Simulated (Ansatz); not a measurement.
## Compressing Al3Ni2: a fit and a missing row

Al3Ni2, P-3m1, a = 4.003 Å, c = 4.859 Å. Ansatz: PBEsol, PAW, 420 eV, Γ-centred 12×12×8 mesh on 5 atoms, Gaussian smearing 0.10 eV; no spin polarisation. Shape and atoms are relaxed at each volume; pressure is positive in compression.

```tsv
V (Å³/atom)	P (GPa)
11.870	?
12.274	16.45
12.679	10.07
13.083	4.63
13.488	0.00
13.893	-3.96
14.297	-7.33
14.837	-11.05
```

Q: Take V0 = 13.488 Å³/atom, fit the third-order Birch–Murnaghan form to the other rows, and predict the missing pressure.

A: With the Eulerian strain f = ½[(V0/V)^(2/3) − 1] and y = P/[3f(1 + 2f)^(5/2)], the form is the line y = B0 + 1.5 B0 (B0′ − 4) f. Rows (f, y): 0.03245, 144.4; 0.02105, 143.8; 0.01027, 142.8; -0.00976, 142.1; -0.01904, 141.4; -0.03079, 140.2. Means f = 0.0006967, y = 142.45; Σ(Δf)² = 0.003004, ΣΔfΔy = 0.1880; the slope is their ratio. y = 142.4 + 62.57 f GPa, so B0 = 142.4 GPa and B0′ = 4 + 2 × (62.57)/(3 × 142.4) = 4.29. At V = 11.870, f = 0.04446, y = 145.18 and P = 23.96 GPa. The run gave 23.93 GPa, so the fit is 0.03 GPa too high, a small miss on the scale of the series.